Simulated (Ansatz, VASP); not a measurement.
# NbSnH2: VASP beside Ansatz

INCAR

```
  ALGO = Normal
  EDIFF = 1E-6
  ENCUT = 520
  GGA = PE
  ISIF = 2
  ISMEAR = 0
  LASPH = T
  LCHARG = F
  LREAL = F
  LWAVE = F
  NBANDS = 22
  NELM = 80
  PREC = Accurate
  SIGMA = 0.1
```

Contents of KPOINTS:

```
k-points
0
Gamma
  4 4 6
```

File POSCAR:

```
NbSnH2
1.0
    4.1058252900      0.0000000000      0.0000000000
    0.0000000000      4.1058252900      0.0000000000
    0.0000000000      0.0000000000      2.9032569100
Nb Sn H
1 1 2
Direct
    0.0000000000      0.0000000000      0.0000000000
    0.5000000000      0.5000000000      0.0000000000
    0.5000000000      0.0000000000      0.5000000000
    0.0000000000      0.5000000000      0.5000000000
```

Input for Ansatz:

```yaml
crystal:
  lattice:
    - [4.10582529, 0.0, 0.0]
    - [0.0, 4.10582529, 0.0]
    - [0.0, 0.0, 2.90325691]
  atoms:
    - { symbol: Nb, position: [0.0, 0.0, 0.0] }
    - { symbol: Sn, position: [0.5, 0.5, 0.0] }
    - { symbol: H, position: [0.5, 0.0, 0.5] }
    - { symbol: H, position: [0.0, 0.5, 0.5] }
basis:
  ecutwfc: 420
kpoints:
  mp_grid: { grid: [4, 4, 6] }
hamiltonian:
  xc: pbe
scf:
  occupations: { method: gaussian, width: 0.1 }
  lower_state_search: "off"
output:
  forces: true
  stress: true
  eigenvalues: true
```

Alike in both runs: task single point; functional PBE; k mesh 4 × 4 × 6; occupations gaussian, width 0.1 eV; no spin polarisation.

```csv
,VASP,Ansatz
version,VASP 6.6.1,Ansatz 0.2.0
potentials or method,"VASP PAW PBE potentials, release 64 (Nb_sv, Sn_d, H)","scalar-relativistic, plane waves, PAW"
plane-wave cutoff (eV),520,420
valence electrons in the cell,29,29
```

```csv
,VASP,Ansatz,Ansatz less VASP
gap on the k mesh at the Fermi level (eV),none,none,-
pressure (GPa),-0.1,0.1,+0.16
largest component of the traceless stress (GPa),9.02,9.04,+0.020
```

A gap of «none» marks a metal or a gap that the smearing closes. The functional is the same, so the differences come from potentials, cutoffs and numerics.

Caveats: the k mesh is coarse (spacing up to 0.38 Å⁻¹), so the values aren't converged.
